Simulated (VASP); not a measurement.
**GaN in VASP: one cell, several levels of theory**

What does VASP give for GaN built on the zincblende prototype, under +1.0 % equal strain in all directions, the cell held fixed? Runs: PBE, r2SCAN. The results are then set beside those of Ansatz 0.2.0 for the same cell.

The runs shown are made with VASP 6.6.1. PAW datasets, plane waves. No spin polarisation and no zero-point or thermal motion.

### Step 1. The cell

The cell comes from an earlier relaxation with r2SCAN in another program.

It is cubic, F-43m (No. 216); a = 4.543 Å in the conventional setting, 11.72 Å³ an atom. Ga has 4 N at 1.97 Å; N has 4 Ga at 1.97 Å.

Structure file:

Space group F-43m (No. 216). a = 4.543 Å, b = 4.543 Å, c = 4.543 Å, α = 90.00°, β = 90.00°, γ = 90.00°
```
atom  site  symmetry       x       y       z
  Ga    4a      -43m  0.0000  0.0000  0.0000
   N    4d      -43m  0.2500  0.2500  0.7500
```

### Step 2. PBE at this geometry

INCAR reads:

```
ENCUT = 520.000000
SIGMA = 0.020000
EDIFF = 1.00e-07
GGA = PE
PREC = Accurate
IBRION = -1
ISIF = 2
ISMEAR = -1
NBANDS = 16
NELM = 120
NSW = 0
LASPH = .TRUE.
LCHARG = .FALSE.
LWAVE = .FALSE.
LREAL = .FALSE.
```

KPOINTS reads:

```
KPOINTS created by Atomic Simulation Environment
0
Gamma
10 10 10
0 0 0
```

KPOINTS_OPT reads:

```
special points
6
Reciprocal
0.0000000000 0.0000000000 0.0000000000 1
-0.5000000000 -0.5000000000 0.0000000000 1
-0.3750000000 -0.3750000000 0.2500000000 1
-0.3750000000 0.0000000000 0.3750000000 1
0.0000000000 0.0000000000 0.5000000000 1
-0.5000000000 -0.2500000000 0.2500000000 1
```

POSCAR reads:

```
Ga N
 1.0000000000000000
     0.0000000000000000    2.2714420665000001    2.2714420665000001
     2.2714420665000001    0.0000000000000000    2.2714420665000001
     2.2714420665000001    2.2714420665000001    0.0000000000000000
 Ga  N
   1   1
Cartesian
  0.0000000000000000  0.0000000000000000  0.0000000000000000
  1.1357210332499998  1.1357210332499998  1.1357210332499998
```

The run uses the recommended PBE PAW datasets (18 valence electrons a neutral cell).

Run with:

```
$ mpirun -np 1 vasp_std
```

Standard output, without the iteration lines:

```text
POSCAR found type information on POSCAR GaN
 POSCAR found :  2 types and       2 ions
 LDA part: xc-table for (Slater+PW92), standard interpolation
 POSCAR, INCAR and KPOINTS ok, starting setup
 FFT: planning ... GRIDC
 FFT: planning ... GRID_SOFT
 FFT: planning ... GRID
 WAVECAR not read
 entering main loop
 Start KPOINTS_OPT (optional k-point list driver)
k-point batch [1-6\6]
```

OSZICAR:

```text
N       E                     dE             d eps       ncg     rms          rms(c)
DAV:   1     0.862692103120E+02    0.86269E+02   -0.93400E+03  1656   0.200E+03
DAV:   2    -0.767173233778E+01   -0.93941E+02   -0.88258E+02  1720   0.336E+02
DAV:   3    -0.140388321499E+02   -0.63671E+01   -0.63405E+01  1768   0.728E+01
DAV:   4    -0.141155772009E+02   -0.76745E-01   -0.76728E-01  1880   0.859E+00
DAV:   5    -0.141165737937E+02   -0.99659E-03   -0.99658E-03  1880   0.883E-01    0.763E+00
DAV:   6    -0.121551493519E+02    0.19614E+01   -0.49405E+00  2248   0.390E+01    0.269E+00
DAV:   7    -0.121610792191E+02   -0.59299E-02   -0.30816E-01  1664   0.667E+00    0.176E+00
DAV:   8    -0.121574587652E+02    0.36205E-02   -0.62661E-02  1648   0.320E+00    0.833E-01
DAV:   9    -0.121529766035E+02    0.44822E-02   -0.14056E-02  2256   0.260E+00    0.219E-01
DAV:  10    -0.121533797380E+02   -0.40313E-03   -0.14328E-03  1720   0.491E-01    0.113E-01
DAV:  11    -0.121532836104E+02    0.96128E-04   -0.26601E-04  2232   0.256E-01    0.762E-03
DAV:  12    -0.121532886978E+02   -0.50873E-05   -0.29881E-05  1704   0.499E-02    0.869E-03
DAV:  13    -0.121532884847E+02    0.21306E-06   -0.64045E-07  1880   0.127E-02    0.248E-03
DAV:  14    -0.121532884098E+02    0.74970E-07   -0.44930E-08  1336   0.268E-03
   1 F= -.12153288E+02 E0= -.12153288E+02  d E =-.225572E-10
       N       E                     dE             ncg
DAV:   1     0.114681077718E+04   -0.41440E+04      200
DAV:   2     0.543723449902E+03   -0.60309E+03      216
DAV:   3     0.501889114087E+03   -0.41834E+02      240
DAV:   4     0.501364023453E+03   -0.52509E+00      248
DAV:   5     0.501358607823E+03   -0.54156E-02      224
DAV:   6     0.501358443784E+03   -0.16404E-03      272
DAV:   7     0.501358439172E+03   -0.46119E-05      232
DAV:   8     0.501358438934E+03   -0.23801E-06      248
DAV:   9     0.501358438925E+03   -0.88024E-08      168
```

The lines after F= are the extra pass for the points of KPOINTS_OPT, at fixed density; their E is not a total energy.

OUTCAR, selected sections:

```text
k-points           NKPTS =     47   k-points in BZ     NKDIM =     47   number of bands    NBANDS=     16

   NELECT =      18.0000    total number of electrons

   dimension x,y,z NGX =    24 NGY =   24 NGZ =   24
   dimension x,y,z NGXF=    48 NGYF=   48 NGZF=   48

  energy-cutoff  :      520.00
  volume of cell :       23.44
      direct lattice vectors                 reciprocal lattice vectors
     0.000000000  2.271442067  2.271442067    -0.220124478  0.220124478  0.220124478
     2.271442067  0.000000000  2.271442067     0.220124478 -0.220124478  0.220124478
     2.271442067  2.271442067  0.000000000     0.220124478  0.220124478 -0.220124478

 k-points in reciprocal lattice and weights: KPOINTS created by Atomic Simulation Env
   0.00000000  0.00000000  0.00000000       0.001
   0.10000000  0.00000000  0.00000000       0.008
   0.20000000  0.00000000  0.00000000       0.008
   0.30000000  0.00000000  0.00000000       0.008
   0.40000000  0.00000000  0.00000000       0.008
   0.50000000  0.00000000  0.00000000       0.004
   0.10000000  0.10000000  0.00000000       0.006
   0.20000000  0.10000000  0.00000000       0.024
[... 39 more k-points ...]

 E-fermi :   5.3959

 k-point     1 :       0.0000    0.0000    0.0000
  band No.  band energies     occupation
      1     -10.7073      2.00000
      2      -8.3987      2.00000
      3      -8.3987      2.00000
      4      -8.3987      2.00000
      5      -8.1024      2.00000
      6      -8.1024      2.00000
      7       5.0258      2.00000
      8       5.0258      2.00000
      9       5.0258      2.00000
     10       6.5968      0.00000
     11      15.1788      0.00000
     12      15.1788      0.00000
     13      15.1788      0.00000
     14      22.3104      0.00000
     15      23.7012      0.00000
     16      23.7012      0.00000

 k-point     2 :       0.1000    0.0000    0.0000
  band No.  band energies     occupation
      1     -10.6030      2.00000
      2      -8.3860      2.00000
      3      -8.3860      2.00000
      4      -8.3580      2.00000
      5      -8.1036      2.00000
      6      -8.1036      2.00000
      7       3.9170      2.00000
      8       4.9225      2.00000
      9       4.9225      2.00000
     10       7.4733      0.00000
     11      14.6831      0.00000
     12      15.3377      0.00000
     13      15.3377      0.00000
     14      22.3935      0.00000
     15      22.4176      0.00000
     16      22.4176      0.00000

 k-point     3 :       0.2000    0.0000    0.0000
  band No.  band energies     occupation
      1     -10.3435      2.00000
      2      -8.3567      2.00000
      3      -8.3566      2.00000
      4      -8.1898      2.00000
      5      -8.1023      2.00000
      6      -8.1023      2.00000
      7       2.1391      2.00000
      8       4.6683      2.00000
      9       4.6683      2.00000
     10       8.5459      0.00000
     11      13.9125      0.00000
     12      15.5975      0.00000
     13      15.5975      0.00000
     14      21.2973      0.00000
     15      21.6579      0.00000
     16      21.6579      0.00000

 k-point     4 :       0.3000    0.0000    0.0000
  band No.  band energies     occupation
      1     -10.0759      2.00000
      2      -8.3306      2.00000
      3      -8.3306      2.00000
      4      -8.0896      2.00000
      5      -8.0896      2.00000
      6      -7.7901      2.00000
      7       0.3179      2.00000
      8       4.3810      2.00000
      9       4.3810      2.00000
     10       9.2152      0.00000
     11      13.5549      0.00000
     12      15.5860      0.00000
     13      15.5860      0.00000
     14      20.5874      0.00000
     15      22.1098      0.00000
     16      22.1098      0.00000

 k-point     5 :       0.4000    0.0000    0.0000
  band No.  band energies     occupation
      1      -9.9217      2.00000
      2      -8.3193      2.00000
      3      -8.3193      2.00000
      4      -8.0687      2.00000
      5      -8.0687      2.00000
      6      -7.1963      2.00000
      7      -1.2011      2.00000
      8       4.1659      2.00000
      9       4.1659      2.00000
     10       9.4598      0.00000
     11      13.5758      0.00000
     12      15.3759      0.00000
     13      15.3759      0.00000
     14      20.4172      0.00000
     15      23.4494      0.00000
     16      23.4494      0.00000

 k-point     6 :       0.5000    0.0000    0.0000
  band No.  band energies     occupation
      1      -9.8782      2.00000
      2      -8.3173      2.00000
      3      -8.3172      2.00000
      4      -8.0583      2.00000
      5      -8.0583      2.00000
      6      -6.8551      2.00000
      7      -1.8566      2.00000
      8       4.0873      2.00000
      9       4.0873      2.00000
     10       9.5020      0.00000
     11      13.6322      0.00000
     12      15.2679      0.00000
     13      15.2679      0.00000
     14      20.4599      0.00000
     15      24.4051      0.00000
     16      24.4051      0.00000

 k-point     7 :       0.1000    0.1000    0.0000
  band No.  band energies     occupation
      1     -10.5687      2.00000
      2      -8.3746      2.00000
      3      -8.3746      2.00000
      4      -8.3594      2.00000
      5      -8.1117      2.00000
      6      -8.0956      2.00000
      7       3.9106      2.00000
      8       4.7199      2.00000
      9       4.7199      2.00000
     10       7.7480      0.00000
     11      14.3476      0.00000
     12      15.4964      0.00000
     13      15.4964      0.00000
     14      20.3428      0.00000
     15      23.6978      0.00000
     16      24.3874      0.00000

 k-point     8 :       0.2000    0.1000    0.0000
  band No.  band energies     occupation
      1     -10.3625      2.00000
      2      -8.3549      2.00000
      3      -8.3441      2.00000
      4      -8.2464      2.00000
      5      -8.1067      2.00000
      6      -8.0887      2.00000
      7       2.6084      2.00000
      8       4.3949      2.00000
      9       4.5008      2.00000
     10       8.6652      0.00000
     11      13.6688      0.00000
     12      15.6082      0.00000
     13      15.8317      0.00000
     14      19.2775      0.00000
     15      23.4301      0.00000
     16      23.5688      0.00000

 k-point     9 :       0.3000    0.1000    0.0000
  band No.  band energies     occupation
      1     -10.1031      2.00000
      2      -8.3317      2.00000
      3      -8.3142      2.00000
      4      -8.1425      2.00000
      5      -8.0768      2.00000
      6      -7.8735      2.00000
      7       0.9179      2.00000
      8       4.0874      2.00000
      9       4.1759      2.00000
     10       9.4780      0.00000
     11      13.2915      0.00000
     12      15.2624      0.00000
     13      15.9738      0.00000
     14      19.6304      0.00000
     15      22.6035      0.00000
     16      23.5210      0.00000

 k-point    10 :       0.4000    0.1000    0.0000
  band No.  band energies     occupation
      1      -9.9260      2.00000
      2      -8.3186      2.00000
      3      -8.2996      2.00000
      4      -8.1121      2.00000
      5      -8.0613      2.00000
      6      -7.3170      2.00000
      7      -0.6675      2.00000
      8       3.8076      2.00000
      9       3.9046      2.00000
     10       9.9191      0.00000
     11      13.1515      0.00000
     12      15.0952      0.00000
     13      15.8189      0.00000
     14      20.5005      0.00000
     15      22.6115      0.00000
     16      24.3370      0.00000

 k-point    11 :       0.5000    0.1000    0.0000
  band No.  band energies     occupation
      1      -9.8578      2.00000
      2      -8.3154      2.00000
      3      -8.2975      2.00000
      4      -8.0837      2.00000
      5      -8.0574      2.00000
      6      -6.8264      2.00000
      7      -1.6442      2.00000
      8       3.5252      2.00000
      9       3.8986      2.00000
     10      10.0757      0.00000
     11      13.0610      0.00000
     12      15.2062      0.00000
     13      15.6153      0.00000
     14      21.0538      0.00000
     15      23.4553      0.00000
     16      24.6389      0.00000

 k-point    12 :      -0.4000    0.1000    0.0000
  band No.  band energies     occupation
      1      -9.8711      2.00000
      2      -8.3146      2.00000
      3      -8.3009      2.00000
      4      -8.0747      2.00000
      5      -8.0737      2.00000
      6      -6.9429      2.00000
      7      -1.4257      2.00000
      8       3.4131      2.00000
      9       4.0671      2.00000
     10      10.0846      0.00000
     11      13.1208      0.00000
     12      15.1530      0.00000
     13      15.5741      0.00000
     14      21.2788      0.00000
     15      23.1152      0.00000
     16      24.1157      0.00000

[... the tables of k-points 13 to 47 left out ...]

  Total        0.1051125      0.1051125      0.1051125      0.0000000      0.0000000      0.0000000
  in kB        7.1850520      7.1850520      7.1850520      0.0000000      0.0000000      0.0000000
  external PRESSURE =       7.1850520 kB  Pullay stress =       0.0000000 kB

 POSITION                                       TOTAL-FORCE (eV/Angst)
 -----------------------------------------------------------------------------------
      0.00000      0.00000      0.00000        -0.000000     -0.000000     -0.000000
      1.13572      1.13572      1.13572         0.000000      0.000000      0.000000
 -----------------------------------------------------------------------------------
    total drift:                                0.000002      0.000002      0.000001

  FREE ENERGIE OF THE ION-ELECTRON SYSTEM (eV)
  ---------------------------------------------------
  free  energy   TOTEN  =       -12.1532884098 eV

  energy  without entropy=      -12.1532884097  energy(sigma->0) =      -12.15328841
```

Hardware: 1 MPI rank of Intel Xeon Platinum 8488C, shared host.

The levels at the points of KPOINTS_OPT are read from vasprun.xml.

Band energies at the special points (eV, zero at the top of v, the last band that the electrons fill by count):

```
point    v−1      v     c    c+1
    Γ   0.00   0.00  1.57  10.15
    X  -2.62  -2.62  3.35   6.52
    U  -4.13  -2.11  4.96   7.67
    K  -4.13  -2.11  4.96   7.67
    L  -0.94  -0.94  4.48   8.61
    W  -3.59  -3.52  6.17   8.14
```

Gap with PBE: 1.57 eV, direct (Γ). The pressure is 0.72 GPa; the forces vanish within 0.01 eV/Å.

(Part 1 of 2 ends here.)
